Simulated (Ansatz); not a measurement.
Take CsPbI$_{3}$ in the cubic perovskite structure (space group Pm-3m, No. 221; a = 6.390 Å) as the base. Axes: x, y, z lie along the cube axes.

Method: Kohn–Sham DFT with the PBE functional, run in Ansatz (a program for electronic structure) with PAW and 420 eV plane waves, scalar-relativistic without spin-orbit coupling.

It is then changed as follows: uniaxial strain ε_zz = +4.87 %, all other strain components held at zero; the atoms relax in the strained cell.

**Question.** Predict the stress tensor and what it implies for the stiffness.

**Answer.** Stress of the strained cell less that of the base (GPa, compression positive):
```
  -0.22    0.00    0.00
   0.00   -0.22    0.00
   0.00    0.00   -1.24
```

Then −Δσ_ii/ε with ε = 0.0487 gives secant stiffness values (nonlinear terms included at this strain): C33 ≈ 25 GPa.

As a check, the harmonic strain energy −½ V₀ Δσ:ε is 9.8 meV/atom; the computed energy rise is 11 meV/atom.

Stability against distortions was not tested. Many cubic perovskites are stable only at high temperature; tilts and polar distortions were not tested. This is not the structure that CsPbI3 has at room temperature and ambient pressure.
